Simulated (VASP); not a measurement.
# MgO (Periclase): relaxation of cell and atoms with LDA

The system is MgO (Periclase).

```
Mg O
1.0
     0.00000    2.00068    2.00068
     2.00068    0.00000    2.00068
     2.00068    2.00068    0.00000
Mg O
1 1
Cartesian
  4.0014 4.0014 4.0014
  2.0007 2.0007 2.0007
```

| Property | Result |
| --- | --- |
| Program | VASP 6.6.1 |
| Task | relaxation of cell and atoms |
| Functional | LDA |
| Potentials or basis | VASP PAW LDA potentials, release 64 (Mg, O) |
| Cutoff | 600 eV |
| k mesh | 12 × 12 × 12 |
| Occupations | gaussian, width 0.03 eV |
| Spin | no spin polarisation |
| Target pressure | 23.2 GPa |
| Further INCAR settings | ALGO = Normal; EDIFF = 1e-07; IBRION = 2; EDIFFG = -0.005; NSW = 90; ISIF = 3 |
| Target pressure | 23.2 GPa |

* Relaxed volume: 8.01 Å³/atom
* Relaxed cell: a = 2.830 Å, b = 2.830 Å, c = 2.830 Å, α = 60.00°, β = 60.00°, γ = 60.00°
* Space group after relaxing (to 0.05 Å): Fm-3m (No. 225)
* Energy change on relaxing (the enthalpy is what falls): -0.9 meV/atom
* Ionic steps: 3
* Pressure after relaxing: 23.2 GPa
* Band gap on the k mesh: 6.30 eV, direct

Step by step:
```csv
step,energy change (eV),largest force (eV/Å),pressure (GPa),volume (Å³)
1,0.0000,0.0000,23.42,16.02
2,-0.0037,0.0000,22.99,16.04
3,-0.0019,0.0000,23.20,16.03
```

Final structure:
```
CELL_PARAMETERS angstrom
0.00000 2.00122 2.00122
2.00122 0.00000 2.00122
2.00122 2.00122 0.00000
ATOMIC_POSITIONS crystal
Mg 0.00000 0.00000 0.00000
O 0.50000 0.50000 0.50000
```

Levels at points of the mesh, in eV from the valence-band top:
| k point | band 2 | band 3 | band 4 | band 5 | band 6 | band 7 |
| --- | --- | --- | --- | --- | --- | --- |
| (0.00, 0.00, 0.00) | 0.00 | 0.00 | 0.00 | 6.30 | 16.35 | 16.35 |
| (0.50, 0.00, 0.00) | -5.43 | -0.87 | -0.87 | 8.74 | 14.18 | 17.62 |
| (0.50, 0.50, 0.00) | -4.82 | -1.60 | -1.60 | 8.99 | 11.47 | 14.59 |

Wall time 8.8 s on 1 thread of Intel(R) Xeon(R) Platinum 8488C (Sapphire Rapids), on a shared host, peak memory 0.14 GiB.

Caveat: the cell is relaxed towards a set pressure, so the enthalpy falls and the energy may rise. A k mesh can miss the band edges.
